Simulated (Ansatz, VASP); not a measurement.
## Two plane-wave programs on AlN

```
CELL_PARAMETERS angstrom
0.00000 2.11409 2.25367
2.11409 0.00000 2.25367
2.11409 2.11409 0.00000
ATOMIC_POSITIONS crystal
Al 0.00000 0.00000 0.00000
N 0.25000 0.25000 0.25000
```

Change from the starting cell: epitaxial_xy strain -3.2%.

Alike in both runs: task single point; functional r2SCAN; k mesh 10 × 10 × 10; no spin polarisation.

|  | VASP | Ansatz |
| --- | --- | --- |
| version | VASP 6.6.1 | Ansatz 0.2.0 |
| potentials or method | VASP PAW PBE potentials, release 64 (Al, N) | plane waves, PAW |
| plane-wave cutoff (eV) | 520 | 500 |
| occupations | gaussian, width 0.01 eV | fixed |
| valence electrons in the cell | 8 | 8 |

Ansatz gave:

```
gap on the k mesh at the Fermi level (eV)       : 3.74
pressure (GPa)                                  : 7.5
largest component of the traceless stress (GPa) : 7.49
```

**Question.** What did VASP give for the same quantities?

**Answer.** gap on the k mesh at the Fermi level (eV): 3.73; pressure (GPa): 7.1; largest component of the traceless stress (GPa): 7.51.

Caveats: the PAW data sets were made with another functional, which shifts forces and pressure a little (VASP). A k mesh can miss the band edges.
